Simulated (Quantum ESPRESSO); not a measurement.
# GaP (F-43m) in Quantum ESPRESSO: notebook

One crystal, GaP, is run at these levels: vdW-DF3-opt1; tasks: band structure, single point, equation of state.

Everything below comes from runs of Quantum ESPRESSO 7.5. Logs are shortened: lines on timing, memory, paths and dates and some standing lists are left out, and cuts for length are marked.

**What was measured.**

“Stacking defects in GaP nanowires: Electronic structure and optical properties”, 2018, arxiv:1810.01194 quotes, for a bulk crystal of GaP at 10 K: band gap 2.34 eV (indirect).

From “Phosphorous dimerization in GaP at high pressure”, 2017, arxiv:1709.06667, for a bulk crystal of GaP: bulk modulus 87.5 ± 0.6 GPa.

The runs below are set against these values where they give the same quantity.

### Step 1. The crystal as given

The structure is cubic, space group F-43m (No. 216). The conventional cell has a = 5.451 Å, b = 5.451 Å, c = 5.451 Å, α = 90.00°, β = 90.00°, γ = 90.00°. Ga (site symmetry -43m) is surrounded by 4 P at 2.36 Å. P (site symmetry -43m) has 4 Ga at 2.36 Å as nearest neighbours.

### Step 2. Band structure, vdW-DF3-opt1

The input, pw.in:

```
&CONTROL
  calculation = 'scf'
  prefix = 'pwscf'
  outdir = './tmp'
  pseudo_dir = './pseudo'
  tprnfor = .true.
  tstress = .true.
  disk_io = 'low'
/
&SYSTEM
  ibrav = 0
  nat = 2
  ntyp = 2
  ecutwfc = 80
  nbnd = 15
  input_dft = 'vdw-df3-opt1'
  occupations = 'smearing'
  smearing = 'fd'
  degauss = 0.00367493
/
&ELECTRONS
  conv_thr = 4d-10
  electron_maxstep = 120
  mixing_beta = 0.5
/
ATOMIC_SPECIES
Ga    69.7230 Ga.upf
P     30.9738 P.upf
CELL_PARAMETERS bohr
   0.0000000000    5.1499761211    5.1499761211
   5.1499761211    0.0000000000    5.1499761211
   5.1499761211    5.1499761211    0.0000000000
ATOMIC_POSITIONS bohr
Ga     0.0000000000    0.0000000000    0.0000000000
P      7.7249641817    7.7249641817    7.7249641817
K_POINTS automatic
8 8 8 0 0 0
```

The input, bands.in:

```
&CONTROL
  calculation = 'bands'
  prefix = 'pwscf'
  outdir = './tmp'
  pseudo_dir = './pseudo'
  disk_io = 'low'
  verbosity = 'high'
/
&SYSTEM
  ibrav = 0
  nat = 2
  ntyp = 2
  ecutwfc = 80
  nbnd = 15
  input_dft = 'vdw-df3-opt1'
  occupations = 'smearing'
  smearing = 'fd'
  degauss = 0.00367493
/
&ELECTRONS
  conv_thr = 1d-08
  electron_maxstep = 120
  mixing_beta = 0.5
  diago_full_acc = .true.
/
ATOMIC_SPECIES
Ga    69.7230 Ga.upf
P     30.9738 P.upf
CELL_PARAMETERS bohr
   0.0000000000    5.1499761211    5.1499761211
   5.1499761211    0.0000000000    5.1499761211
   5.1499761211    5.1499761211    0.0000000000
ATOMIC_POSITIONS bohr
Ga     0.0000000000    0.0000000000    0.0000000000
P      7.7249641817    7.7249641817    7.7249641817
K_POINTS crystal
60
 0.0000000000  0.0000000000  0.0000000000 1
 0.0625000000  0.0000000000  0.0625000000 1
 0.1250000000  0.0000000000  0.1250000000 1
 0.1875000000  0.0000000000  0.1875000000 1
 0.2500000000  0.0000000000  0.2500000000 1
 0.3125000000  0.0000000000  0.3125000000 1
 0.3750000000  0.0000000000  0.3750000000 1
 0.4375000000  0.0000000000  0.4375000000 1
 0.5000000000  0.0000000000  0.5000000000 1
 0.5000000000  0.0625000000  0.5625000000 1
 0.5000000000  0.1250000000  0.6250000000 1
 0.5000000000  0.1875000000  0.6875000000 1
 0.5000000000  0.2500000000  0.7500000000 1
 0.4375000000  0.3125000000  0.7500000000 1
 0.3750000000  0.3750000000  0.7500000000 1
 0.3375000000  0.3375000000  0.6750000000 1
 0.3000000000  0.3000000000  0.6000000000 1
 0.2625000000  0.2625000000  0.5250000000 1
 0.2250000000  0.2250000000  0.4500000000 1
 0.1875000000  0.1875000000  0.3750000000 1
 0.1500000000  0.1500000000  0.3000000000 1
 0.1125000000  0.1125000000  0.2250000000 1
 0.0750000000  0.0750000000  0.1500000000 1
 0.0375000000  0.0375000000  0.0750000000 1
 0.0000000000  0.0000000000  0.0000000000 1
 0.0625000000  0.0625000000  0.0625000000 1
 0.1250000000  0.1250000000  0.1250000000 1
 0.1875000000  0.1875000000  0.1875000000 1
 0.2500000000  0.2500000000  0.2500000000 1
 0.3125000000  0.3125000000  0.3125000000 1
 0.3750000000  0.3750000000  0.3750000000 1
 0.4375000000  0.4375000000  0.4375000000 1
 0.5000000000  0.5000000000  0.5000000000 1
 0.5250000000  0.4500000000  0.5250000000 1
 0.5500000000  0.4000000000  0.5500000000 1
 0.5750000000  0.3500000000  0.5750000000 1
 0.6000000000  0.3000000000  0.6000000000 1
 0.6250000000  0.2500000000  0.6250000000 1
 0.5833333333  0.2500000000  0.6666666667 1
 0.5416666667  0.2500000000  0.7083333333 1
 0.5000000000  0.2500000000  0.7500000000 1
 0.5000000000  0.2857142857  0.7142857143 1
 0.5000000000  0.3214285714  0.6785714286 1
 0.5000000000  0.3571428571  0.6428571429 1
 0.5000000000  0.3928571429  0.6071428571 1
 0.5000000000  0.4285714286  0.5714285714 1
 0.5000000000  0.4642857143  0.5357142857 1
 0.5000000000  0.5000000000  0.5000000000 1
 0.4821428571  0.4821428571  0.5357142857 1
 0.4642857143  0.4642857143  0.5714285714 1
 0.4464285714  0.4464285714  0.6071428571 1
 0.4285714286  0.4285714286  0.6428571429 1
 0.4107142857  0.4107142857  0.6785714286 1
 0.3928571429  0.3928571429  0.7142857143 1
 0.3750000000  0.3750000000  0.7500000000 1
 0.6250000000  0.2500000000  0.6250000000 1
 0.5937500000  0.1875000000  0.5937500000 1
 0.5625000000  0.1250000000  0.5625000000 1
 0.5312500000  0.0625000000  0.5312500000 1
 0.5000000000  0.0000000000  0.5000000000 1
```

Potentials or basis: PseudoDojo 0.4.1 SR PBE standard.

Started as:

```console
$ OMP_NUM_THREADS=1 pw.x -in pw.in > pw.out
$ OMP_NUM_THREADS=1 pw.x -in bands.in > bands.out
```

pw.out:

```text
This program is part of the open-source Quantum ESPRESSO suite
     for quantum simulation of materials; please cite
         "P. Giannozzi et al., J. Phys.:Condens. Matter 21 395502 (2009);
         "P. Giannozzi et al., J. Phys.:Condens. Matter 29 465901 (2017);
         "P. Giannozzi et al., J. Chem. Phys. 152 154105 (2020);
     in publications or presentations arising from this work. More details at

     IMPORTANT: XC functional enforced from input :
     Exchange-correlation= VDW-DF3-OPT1
                           (   1   4  45   0   3   0   0)
     Any further DFT definition will be discarded
     Please, verify this is what you really want

     Message from routine setup:
     using ibrav=0 with symmetry is DISCOURAGED, use correct ibrav instead

     G-vector sticks info
     --------------------
     sticks:   dense  smooth     PW     G-vecs:    dense   smooth      PW
     Sum        1159    1159    349                26469    26469    4279

     Using Slab Decomposition

     bravais-lattice index     =            0
     lattice parameter (alat)  =       7.2832  a.u.
     unit-cell volume          =     273.1780 (a.u.)^3
     number of atoms/cell      =            2
     number of atomic types    =            2
     number of electrons       =        18.00
     number of Kohn-Sham states=           15
     kinetic-energy cutoff     =      80.0000  Ry
     charge density cutoff     =     320.0000  Ry
     scf convergence threshold =      4.0E-10
     mixing beta               =       0.5000
     number of iterations used =            8  plain     mixing
     Exchange-correlation= VDW-DF3-OPT1
                           (   1   4  45   0   3   0   0)

     celldm(1)=   7.283166  celldm(2)=   0.000000  celldm(3)=   0.000000
     celldm(4)=   0.000000  celldm(5)=   0.000000  celldm(6)=   0.000000

     crystal axes: (cart. coord. in units of alat)
               a(1) = (   0.000000   0.707107   0.707107 )
               a(2) = (   0.707107   0.000000   0.707107 )
               a(3) = (   0.707107   0.707107   0.000000 )

     reciprocal axes: (cart. coord. in units 2 pi/alat)
               b(1) = ( -0.707107  0.707107  0.707107 )
               b(2) = (  0.707107 -0.707107  0.707107 )
               b(3) = (  0.707107  0.707107 -0.707107 )

     PseudoPot. # 1 for Ga read from file:
     Ga.upf
     Pseudo is Norm-conserving + core correction, Zval = 13.0
     Generated using ONCVPSP code by D. R. Hamann
     Using radial grid of 1902 points,  6 beta functions with:
                l(1) =   0
                l(2) =   0
                l(3) =   1
                l(4) =   1
                l(5) =   2
                l(6) =   2
[... 69 lines left out ...]
     %   T. Thonhauser et al., PRL 115, 136402 (2015).                      %
     %   T. Thonhauser et al., PRB 76, 125112 (2007).                       %
     %   K. Berland et al., Rep. Prog. Phys. 78, 066501 (2015).             %
     %   D.C. Langreth et al., J. Phys.: Condens. Matter 21, 084203 (2009). %
     %                                                                      %
     % If you are calculating stress with vdW-DF, please also cite:         %
     %                                                                      %
     %   R. Sabatini et al., J. Phys.: Condens. Matter 24, 424209 (2012).   %
     %                                                                      %
     %%%%%%%%%%%%%%%%%%%%%%%%%%%%%%%%%%%%%%%%%%%%%%%%%%%%%%%%%%%%%%%%%%%%%%%%

     %%%%%%%%%%%%%%%%%%%%%%%%%%%%%%%%%%%%%%%%%%%%%%%%%%%%%%%%%%%%%%%%%%%%%%%%
     %                                                                      %
     %  vdW-DF NEWS:                                                        %
     %                                                                      %
     %  * vdW-DF3 is now available. DOI: 10.1021/acs.jctc.0c00471           %
     %    use with input_dft = 'vdW-DF3-opt1' or 'vdW-DF3-opt2'             %
     %                                                                      %
     %  * Unscreened and range-separated hybrid vdW-DF-cx functionals       %
     %    DOI: 10.1063/1.4986522 and 10.1088/1361-648X/ac2ad2               %
     %    use with input_dft = 'vdW-DF-cx0'    and 'vdW-DF-ahcx'            %
     %  * Unscreened and range-separated hybrid vdW-DF2-b86r functionals    %
     %    DOI: 10.1063/1.4986522 and DOI: 10.1103/PhysRevX.12.041003        %
     %    use with input_dft = 'vdW-DF2-br0' and 'vdW-DF2-ahbr'             %
     %                                                                      %
     %%%%%%%%%%%%%%%%%%%%%%%%%%%%%%%%%%%%%%%%%%%%%%%%%%%%%%%%%%%%%%%%%%%%%%%%

     Starting wfcs are   13 randomized atomic wfcs +    2 random wfcs

     Self-consistent Calculation

     iteration #  1     ecut=    80.00 Ry     beta= 0.50
     Davidson diagonalization with overlap
     ethr =  1.00E-02,  avg # of iterations =  4.9

     Threshold (ethr) on eigenvalues was too large:
     Diagonalizing with lowered threshold

     Davidson diagonalization with overlap
     ethr =  3.96E-04,  avg # of iterations =  2.0

     total energy              =    -166.66216782 Ry
     estimated scf accuracy    <       0.07105603 Ry
[... 50 lines left out ...]
     iteration #  9     ecut=    80.00 Ry     beta= 0.50
     Davidson diagonalization with overlap
     ethr =  8.39E-12,  avg # of iterations =  2.5

     End of self-consistent calculation

          k = 0.0000 0.0000 0.0000 (  3287 PWs)   bands (ev):

    -7.0273  -7.0273  -7.0273  -6.9265  -6.9265  -5.0287   7.5170   7.5170
     7.5170   9.1605  11.3208  11.3208  11.3208  16.1252  17.2738
[... 93 lines left out ...]
    -7.1314  -6.9806  -6.9698  -6.9462  -6.9141  -2.0597   0.8556   3.5420
     5.2362   9.6195  12.2499  15.6830  15.6891  16.7047  17.8554

          k =-0.7071 0.0000 0.0000 (  3306 PWs)   bands (ev):

    -7.1476  -6.9634  -6.9605  -6.9605  -6.9044  -2.0220   0.6472   4.8049
     4.8049   9.0984   9.2434  17.9935  17.9935  18.5848  20.3824

          k = 0.3536 0.1768 0.0000 (  3314 PWs)   bands (ev):
[... 26 lines left out ...]
    -7.1211  -6.9923  -6.9746  -6.9372  -6.9198  -2.3462   1.1903   3.6094
     5.1695  11.0587  12.9452  13.0280  15.5307  16.3411  18.1040

          k =-0.7071 0.1768-0.0000 (  3296 PWs)   bands (ev):

    -7.1385  -6.9735  -6.9658  -6.9517  -6.9097  -1.9756   0.7401   4.3211
     4.3903  10.2224  10.3690  15.9207  16.0275  18.9020  19.3261

          k =-0.7071 0.3536 0.0000 (  3268 PWs)   bands (ev):

    -7.1278  -6.9881  -6.9664  -6.9420  -6.9176  -1.9276   0.8463   3.9104
     4.0551  12.1862  12.2944  13.5253  13.5833  18.9982  19.2872

     the Fermi energy is     8.2551 ev

!    total energy              =    -166.67353095 Ry
     estimated scf accuracy    <          1.6E-10 Ry
     smearing contrib. (-TS)   =      -0.00000000 Ry
     internal energy E=F+TS    =    -166.67353095 Ry

     The total energy is F=E-TS. E is the sum of the following terms:
     one-electron contribution =     -76.50245549 Ry
     hartree contribution      =      52.06889236 Ry
     xc contribution           =     -45.76234393 Ry
     ewald contribution        =     -96.47762389 Ry

     convergence has been achieved in   9 iterations

     Forces acting on atoms (cartesian axes, Ry/au):

     atom    1 type  1   force =     0.00000000    0.00000000   -0.00000000
     atom    2 type  2   force =    -0.00000000   -0.00000000    0.00000000

     Total force =     0.000000     Total SCF correction =     0.000000

     Computing stress (Cartesian axis) and pressure

          total   stress  (Ry/bohr**3)                   (kbar)     P=        0.97
   0.00000662  -0.00000000  -0.00000000            0.97       -0.00       -0.00
  -0.00000000   0.00000662   0.00000000           -0.00        0.97        0.00
  -0.00000000   0.00000000   0.00000662           -0.00        0.00        0.97

=------------------------------------------------------------------------------=
   JOB DONE.
=------------------------------------------------------------------------------=
```

Wall time 3.1 min (1 thread of Arm Neoverse V1, shared host); peak memory 0.13 GiB.

Results:

```
Free energy             : -2267.7089 eV
Pressure                : 0.1 GPa
Band gap on the k mesh  : 1.53 eV, indirect (least direct gap 1.64 eV)
Band gap along the path : 1.51 eV, indirect (least direct gap 1.64 eV)
```

Levels at the corners of the path, in eV from the valence-band top:
| point | band 5 | band 6 | band 7 | band 8 | band 9 | band 10 | band 11 | band 12 | band 13 | band 14 |
| --- | --- | --- | --- | --- | --- | --- | --- | --- | --- | --- |
| Γ | -14.44 | -12.55 | 0.00 | 0.00 | 0.00 | 1.64 | 3.80 | 3.80 | 3.80 | 8.61 |
| X | -14.42 | -9.54 | -6.87 | -2.71 | -2.71 | 1.58 | 1.73 | 10.48 | 10.48 | 11.07 |
| W | -14.43 | -9.44 | -6.67 | -3.61 | -3.46 | 4.67 | 4.78 | 6.01 | 6.07 | 11.48 |
| K | -14.43 | -9.58 | -6.66 | -3.98 | -2.28 | 2.10 | 4.73 | 8.17 | 8.17 | 9.19 |
| Γ | -14.44 | -12.55 | 0.00 | 0.00 | 0.00 | 1.64 | 3.80 | 3.80 | 3.80 | 8.61 |
| L | -14.44 | -10.46 | -6.72 | -1.14 | -1.14 | 1.53 | 4.66 | 4.66 | 8.19 | 10.75 |
| U | -14.43 | -9.58 | -6.66 | -3.98 | -2.28 | 2.10 | 4.73 | 8.17 | 8.17 | 9.19 |
| W | -14.43 | -9.44 | -6.67 | -3.61 | -3.46 | 4.67 | 4.78 | 6.01 | 6.07 | 11.48 |
| L | -14.44 | -10.46 | -6.72 | -1.14 | -1.14 | 1.53 | 4.66 | 4.66 | 8.19 | 10.75 |
| K | -14.43 | -9.58 | -6.66 | -3.98 | -2.28 | 2.10 | 4.73 | 8.17 | 8.17 | 9.19 |
| U | -14.43 | -9.58 | -6.66 | -3.98 | -2.28 | 2.10 | 4.73 | 8.17 | 8.17 | 9.19 |
| X | -14.42 | -9.54 | -6.87 | -2.71 | -2.71 | 1.58 | 1.73 | 10.48 | 10.48 | 11.07 |

Caveat: the potentials were made for another functional, which shifts forces and pressure.

### Step 3. Single point, vdW-DF3-opt1, 19.03 Å³/atom

The input, pw.in:

```
&CONTROL
  calculation = 'scf'
  prefix = 'pwscf'
  outdir = './tmp'
  pseudo_dir = './pseudo'
  tprnfor = .true.
  tstress = .true.
  disk_io = 'nowf'
/
&SYSTEM
  ibrav = 0
  nat = 2
  ntyp = 2
  ecutwfc = 80
  nbnd = 15
  input_dft = 'vdw-df3-opt1'
  occupations = 'smearing'
  smearing = 'fd'
  degauss = 0.00367493
/
&ELECTRONS
  conv_thr = 4d-10
  electron_maxstep = 120
  mixing_beta = 0.5
/
ATOMIC_SPECIES
Ga    69.7230 Ga.upf
P     30.9738 P.upf
CELL_PARAMETERS angstrom
   0.0000000000    2.6696170428    2.6696170428
   2.6696170428    0.0000000000    2.6696170428
   2.6696170428    2.6696170428    0.0000000000
ATOMIC_POSITIONS crystal
Ga     0.0000000000    0.0000000000    0.0000000000
P      0.7500000000    0.7500000000    0.7500000000
K_POINTS automatic
8 8 8 0 0 0
```

Potentials or basis: PseudoDojo 0.4.1 SR PBE standard.

Started as:

```console
$ OMP_NUM_THREADS=1 pw.x -in pw.in > pw.out
```

It took 89 s on 1 thread of Arm Neoverse V1, shared host; peak memory 0.13 GiB.

The run converged. Its results:

```
Free energy            : -2267.6646 eV
Pressure               : 6.0 GPa
Band gap on the k mesh : 1.45 eV, indirect (least direct gap 2.17 eV)
```

Caveat: the potentials were made for another functional, which shifts forces and pressure.

[end of part 1 of 2]
